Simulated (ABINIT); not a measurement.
Crystal: AlN.

```
Al N
1.0
     3.11300    0.00000    0.00000
    -1.55650    2.69594    0.00000
     0.00000    0.00000    4.98100
Al N
2 2
Direct
  0.66667 0.33333 0.50000
  0.33333 0.66667 0.00000
  0.66667 0.33333 0.88000
  0.33333 0.66667 0.38000
```

Base run:

| Quantity | Value |
| --- | --- |
| Program | ABINIT 10.8.3 (patched build) |
| Functional | BP86 |
| Potentials or basis | JTH PAW PBE v2.0 |
| Cutoff | 680 eV |
| k mesh | 10 × 10 × 6 |
| Occupations | fermi-dirac, width 0.05 eV |
| Spin | no spin polarisation |

Its results: band gap on the k mesh 4.27 eV, direct; largest force 0.125 eV/Å.

Question: After a change of settings the same cell gave: band gap on the k mesh 4.51 eV, direct; largest force 0.109 eV/Å. Which change was it?
A. functional from BP86 to PBE; k mesh from 10 × 10 × 6 to 13 × 13 × 8
B. functional from BP86 to AM05
C. functional from BP86 to PBEsol
D. functional from BP86 to BLYP

Answer: D.

Caveats: the PAW data sets were made with another functional, which shifts forces and pressure a little.
